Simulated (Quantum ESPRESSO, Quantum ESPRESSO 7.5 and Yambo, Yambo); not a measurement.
## CdS (Hawleyite): G0W0 with Yambo, start to end

How does a plane-wave GW calculation on CdS (Hawleyite) run from the first input to the gap?

Method: PBE and many-body steps on it, plane waves, in Quantum ESPRESSO 7.5 and Yambo 5.3.0.

**Experimental background.**

- Gap 2.42 eV: optical gap from inflexion point of photoacoustic spectrum, as-grown film; photoacoustic spectroscopy; film (as-grown chemical bath deposited film, about 0.25 um thick, deposited at 80 C) (“Study of the band--gap shift in CdS films: Influence of thermal annealing in different atmospheres”, 1995, arxiv:cond-mat/9501125).

This is a report of a sequence of runs, with most program output left out.

### Step 1. Starting point

Symmetry: F-43m, No. 216, cubic system. The conventional cell has a = 5.833 Å, b = 5.833 Å, c = 5.833 Å, α = 90.00°, β = 90.00°, γ = 90.00°. Cd has 4 S at 2.53 Å nearest. Nearest to S lie 4 Cd at 2.53 Å. Farther neighbours and most contacts between anions are not listed.

The cell and positions come from the Crystallography Open Database and are kept as given unless a step says otherwise.

### Step 2. Ground state

This step: Quantum ESPRESSO 7.5; DFT, PBE with spin-orbit coupling, plane waves, norm-conserving pseudopotentials.

The ground-state density comes first.

Input file pw.in:

```
&control
  calculation = 'scf'
  prefix = 'x'
  outdir = 'o'
  pseudo_dir = 'pseudo'
/
&system
  ibrav = 0
  nat = 2
  ntyp = 2
  ecutwfc = 94.0
  nbnd = 36
  force_symmorphic = .true.
  noncolin = .true.
  lspinorb = .true.
/
&electrons
  conv_thr = 1e-10
  electron_maxstep = 80
  mixing_beta = 0.5
/
ATOMIC_SPECIES
  Cd 112.41 Cd.upf
  S 32.06 S.upf
CELL_PARAMETERS angstrom
  -0.0000000000 2.9165000000 2.9165000000
  2.9165000000 -0.0000000000 2.9165000000
  2.9165000000 2.9165000000 -0.0000000000
ATOMIC_POSITIONS crystal
  Cd 0.0000000000 0.0000000000 0.0000000000
  S 0.2500000000 0.2500000000 0.2500000000
K_POINTS automatic
  6 6 6 0 0 0
```

Started as:

```sh
OMP_NUM_THREADS=1 mpirun -n 4 pw.x -nk 4 -in pw.in > pw.out
```

It took 30 s on 4 MPI ranks of Arm Neoverse V2, shared host; peak memory 0.6 GiB; 2 min of CPU time.

Numbers from this step:

| Property | Result |
| --- | --- |
| total energy | -5071.9177 eV |
| gap | 1.129 eV |
| k of the valence top | 0, 0, 0 |
| k of the conduction bottom | 0, 0, 0 |
| least direct gap | 1.129 eV |

The gap is direct, at Γ.

### Step 3. Bands along the symmetry lines

Levels along a band path, at the cheap level, show where the edges lie and whether the meshes to come will hold them.

Input file pw.in:

```
&control
  calculation = 'bands'
  prefix = 'x'
  outdir = 'o'
  pseudo_dir = 'pseudo'
/
&system
  ibrav = 0
  nat = 2
  ntyp = 2
  ecutwfc = 94.0
  nbnd = 38
  force_symmorphic = .true.
  noncolin = .true.
  lspinorb = .true.
/
&electrons
  conv_thr = 1e-9
  electron_maxstep = 80
  diago_full_acc = .true.
  diago_thr_init = 5e-6
/
ATOMIC_SPECIES
  Cd 112.41 Cd.upf
  S 32.06 S.upf
CELL_PARAMETERS angstrom
  -0.0000000000 2.9165000000 2.9165000000
  2.9165000000 -0.0000000000 2.9165000000
  2.9165000000 2.9165000000 -0.0000000000
ATOMIC_POSITIONS crystal
  Cd 0.0000000000 0.0000000000 0.0000000000
  S 0.2500000000 0.2500000000 0.2500000000
K_POINTS crystal
  50
  0.00000000 0.00000000 0.00000000 1
  -0.06250000 -0.06250000 0.00000000 1
  -0.12500000 -0.12500000 0.00000000 1
  -0.18750000 -0.18750000 0.00000000 1
  -0.25000000 -0.25000000 0.00000000 1
  -0.31250000 -0.31250000 0.00000000 1
  -0.37500000 -0.37500000 0.00000000 1
  -0.43750000 -0.43750000 0.00000000 1
  -0.50000000 -0.50000000 0.00000000 1
  -0.48437500 -0.48437500 0.03125000 1
  -0.46875000 -0.46875000 0.06250000 1
  -0.45312500 -0.45312500 0.09375000 1
  -0.43750000 -0.43750000 0.12500000 1
  -0.42187500 -0.42187500 0.15625000 1
  -0.40625000 -0.40625000 0.18750000 1
  -0.39062500 -0.39062500 0.21875000 1
  -0.37500000 -0.37500000 0.25000000 1
  -0.37500000 0.00000000 0.37500000 1
  -0.32812500 0.00000000 0.32812500 1
  -0.28125000 0.00000000 0.28125000 1
  -0.23437500 0.00000000 0.23437500 1
  -0.18750000 0.00000000 0.18750000 1
  -0.14062500 0.00000000 0.14062500 1
  -0.09375000 0.00000000 0.09375000 1
  -0.04687500 0.00000000 0.04687500 1
  0.00000000 0.00000000 0.00000000 1
  0.00000000 0.00000000 0.06250000 1
  0.00000000 0.00000000 0.12500000 1
  0.00000000 0.00000000 0.18750000 1
  0.00000000 0.00000000 0.25000000 1
  0.00000000 0.00000000 0.31250000 1
  0.00000000 0.00000000 0.37500000 1
  0.00000000 0.00000000 0.43750000 1
  0.00000000 0.00000000 0.50000000 1
  -0.06250000 -0.03125000 0.46875000 1
  -0.12500000 -0.06250000 0.43750000 1
  -0.18750000 -0.09375000 0.40625000 1
  -0.25000000 -0.12500000 0.37500000 1
  -0.31250000 -0.15625000 0.34375000 1
  -0.37500000 -0.18750000 0.31250000 1
  -0.43750000 -0.21875000 0.28125000 1
  -0.50000000 -0.25000000 0.25000000 1
  -0.50000000 -0.28125000 0.21875000 1
  -0.50000000 -0.31250000 0.18750000 1
  -0.50000000 -0.34375000 0.15625000 1
  -0.50000000 -0.37500000 0.12500000 1
  -0.50000000 -0.40625000 0.09375000 1
  -0.50000000 -0.43750000 0.06250000 1
  -0.50000000 -0.46875000 0.03125000 1
  -0.50000000 -0.50000000 0.00000000 1
```

Elapsed: 32 s, on 4 MPI ranks; peak memory 0.41 GiB.

Numbers from this step:

```yaml
gap: 1.129 eV
k_of_the_valence_top: 0, 0, 0
k_of_the_conduction_bottom: 0, 0, 0
least_direct_gap: 1.129 eV
```

The gap is 1.129 eV, as in the run before at this level.

The electronic bands at the labelled points (eV, zero at the top of the highest filled band):

| point | band 23 | band 24 | band 25 | band 26 | band 27 | band 28 | band 29 | band 30 |
| --- | --- | --- | --- | --- | --- | --- | --- | --- |
| Γ | 0.00 | 0.00 | 0.00 | 0.00 | 1.13 | 1.13 | 6.23 | 6.23 |
| halfway | -1.05 | -1.05 | -1.03 | -1.03 | 3.58 | 3.58 | 4.80 | 4.80 |
| X | -1.90 | -1.90 | -1.88 | -1.88 | 3.54 | 3.54 | 4.34 | 4.34 |
| halfway | -2.19 | -2.14 | -1.81 | -1.80 | 3.82 | 3.84 | 4.64 | 4.64 |
| U | -2.57 | -2.52 | -1.55 | -1.53 | 4.22 | 4.23 | 5.42 | 5.44 |
| jump to K | -2.57 | -2.52 | -1.55 | -1.53 | 4.22 | 4.23 | 5.42 | 5.44 |
| halfway | -1.39 | -1.36 | -0.45 | -0.43 | 3.58 | 3.59 | 6.04 | 6.10 |
| Γ | 0.00 | 0.00 | 0.00 | 0.00 | 1.13 | 1.13 | 6.23 | 6.23 |
| halfway | -0.43 | -0.43 | -0.41 | -0.38 | 2.76 | 2.76 | 6.24 | 6.24 |
| L | -0.79 | -0.79 | -0.75 | -0.75 | 3.00 | 3.00 | 6.89 | 6.89 |
| halfway | -1.97 | -1.92 | -1.26 | -1.21 | 4.35 | 4.37 | 5.77 | 5.82 |
| W | -2.33 | -2.24 | -2.21 | -2.18 | 5.39 | 5.40 | 5.43 | 5.43 |
| halfway | -2.13 | -2.07 | -2.06 | -2.03 | 4.23 | 4.26 | 4.81 | 4.82 |
| X | -1.90 | -1.90 | -1.88 | -1.88 | 3.54 | 3.54 | 4.34 | 4.34 |

### Step 4. Empty states on the mesh, 4×4×4 mesh, 388 bands

The sums over transitions need many empty states on a uniform mesh; this step solves for them.

Input file pw.in:

```
&control
  calculation = 'nscf'
  prefix = 'x'
  outdir = 'o'
  pseudo_dir = 'pseudo'
/
&system
  ibrav = 0
  nat = 2
  ntyp = 2
  ecutwfc = 94.0
  nbnd = 388
  force_symmorphic = .true.
  noncolin = .true.
  lspinorb = .true.
/
&electrons
  conv_thr = 1e-9
  electron_maxstep = 80
  diago_full_acc = .true.
  diago_thr_init = 5e-6
/
ATOMIC_SPECIES
  Cd 112.41 Cd.upf
  S 32.06 S.upf
CELL_PARAMETERS angstrom
  -0.0000000000 2.9165000000 2.9165000000
  2.9165000000 -0.0000000000 2.9165000000
  2.9165000000 2.9165000000 -0.0000000000
ATOMIC_POSITIONS crystal
  Cd 0.0000000000 0.0000000000 0.0000000000
  S 0.2500000000 0.2500000000 0.2500000000
K_POINTS automatic
  4 4 4 0 0 0
```

Elapsed: 1.9 min, on 4 MPI ranks; peak memory 1.6 GiB; 7.7 min of CPU time.

This step gave:

```yaml
gap: 1.129 eV
k_of_the_valence_top: 0, 0, 0
k_of_the_conduction_bottom: 0, 0, 0
least_direct_gap: 1.129 eV
k_points_computed: 8
lowest_point_of_the_top_converged_band_above_the_valence_top: 125.5852 eV
```

On this mesh the gap is 1.129 eV.

### Step 5. Conversion and set-up

This step: Yambo 5.3.0; conversion and set-up on PBE with spin-orbit coupling, plane waves, norm-conserving pseudopotentials.

The states are converted to the many-body program's format and the q mesh is built.

Started as:

```sh
(cd o/x.save; p2y > p2y.log; mv SAVE ../..); yambo > setup.log
```

The job ended after 3.1 s (1 MPI rank; peak memory 0.25 GiB).

### Step 6. Screening and self-energy, 4×4×4 mesh, 388 bands, screening to 217.7 eV

Now the one-shot GW correction: screening in the RPA, then the self-energy of the levels asked for.

This step: G0W0 on PBE with spin-orbit coupling, plane waves, norm-conserving pseudopotentials.

Input file gw4.in:

```
HF_and_locXC
gw0
dyson
ppa
em1d
rim_cut
RandQpts= 1000000
RandGvec= 1 RL
EXXRLvcs= 94 Ry
VXCRLvcs= 376 Ry
Chimod= "HARTREE"
% BndsRnXp
 1 | 388 |
%
NGsBlkXp= 16 Ry
% LongDrXp
 1 | 1 | 1 |
%
% GbndRnge
 1 | 388 |
%
DysSolver= "n"
ExtendOut
PPAPntXp= 27.21138 eV
% QPkrange
 1 | 1 | 23 | 30 |
%
```

Started as:

```sh
OMP_NUM_THREADS=1 mpirun -n 4 yambo -F gw4.in -J gw4 -C gw4 > gw4.log
```

It took 14 min on 4 MPI ranks; peak memory 4.1 GiB.

This step gave:

* G0W0 gap on the points computed: 2.154 eV
* starting gap on the mesh: 1.129 eV
* k of the valence top: 0, 0, 0
* k of the conduction bottom: 0, 0, 0
* least direct G0W0 gap on the computed points: 2.154 eV
* Z at the valence top: 0.7859
* Z at the conduction bottom: 0.8153

The gap on the mesh goes from 1.13 eV to 2.15 eV, a correction of +1.02 eV.

Limits: finite bands, cutoff and mesh; coarse k mesh. v1 is the top filled band, c1 the lowest empty one. Levels before and after the correction, in eV, zero at the valence-band top of each column:

|  | conduction bottom | valence top |
| --- | --- | --- |
| Kohn-Sham | 1.13 | 0.00 |
| G0W0 | 2.15 | 0.00 |

|  | level | energy (eV) |
| --- | --- | --- |
| Kohn-Sham | Γ v4-v1 | 0.000 |
| Kohn-Sham | Γ c1-c2 | 1.129 |
| Kohn-Sham | Γ c3-c4 | 6.227 |
| G0W0 | Γ v4-v1 | 0.000 |
| G0W0 | Γ c1-c2 | 2.154 |
| G0W0 | Γ c3-c4 | 7.532 |

### Step 7. Where the time went

Times are wall times on the hardware named with each run, good to a factor of about two.

```csv
step,time,share,memory (GiB)
ground state,30 s,3 %,0.6
bands along the symmetry lines,32 s,3 %,0.41
empty states on the mesh,1.9 min,11 %,1.6
conversion and set-up,3.1 s,0 %,0.25
screening and self-energy,14 min,82 %,4.1
```

### Step 8. Results

```json
{
 "PBE gap": "1.13 eV, direct",
 "G0W0 gap on the mesh": "2.15 eV",
 "GW settings": "4×4×4 mesh, 388 bands, screening to 217.7 eV, Godby-Needs plasmon pole",
 "known limits": "not at the basis limit; coarse k mesh"
}
```

In words: G0W0 moves the gap on the mesh from 1.13 eV to 2.15 eV (+1.02 eV), with Z of 0.79 and 0.82 at the edges. Only 1 of the mesh's irreducible points was corrected, so a valley elsewhere could overtake. The dearest step here is «screening and self-energy». Against experiment, by G0W0@PBE: the gap of 2.15 eV lies −0.27 eV from the measured 2.42 eV (optical, 1995). An exciton line or allowed optical edge lies below the quasiparticle gap by the binding energy; a forbidden edge can push the onset above it. The calculation has static nuclei and no excitons; a measured gap holds zero-point and thermal motion, which mostly lowers it. Bands and cutoff are finite, so the gap is not at the basis limit. The miss can reach some tenths of an eV and take either sign; the mesh is an error of its own. In the G0W0 run levels were corrected at 1 k point alone, so a gap called «on the mesh» is the least over those, and an edge elsewhere would be missed. The 4×4×4 mesh is coarse for this cell, which bears on the long-range parts of exchange and screening.

[Paths, hosts, dates, memory and timing lines, banners, echoed tables and standing remarks are left out of the program output.]

[Logs are printed without paths, hosts, clocks, repeated set-up lines and the standing remarks that a program may print on its own settings, such as how far it seeks lower states.]

[Runs of the session that timed out or met a known fault of the program may be left out.]

[Hosts, paths, dates, database ids (printed as entryN), source tags and the programs' standing remarks are cut or masked in the printed files.]
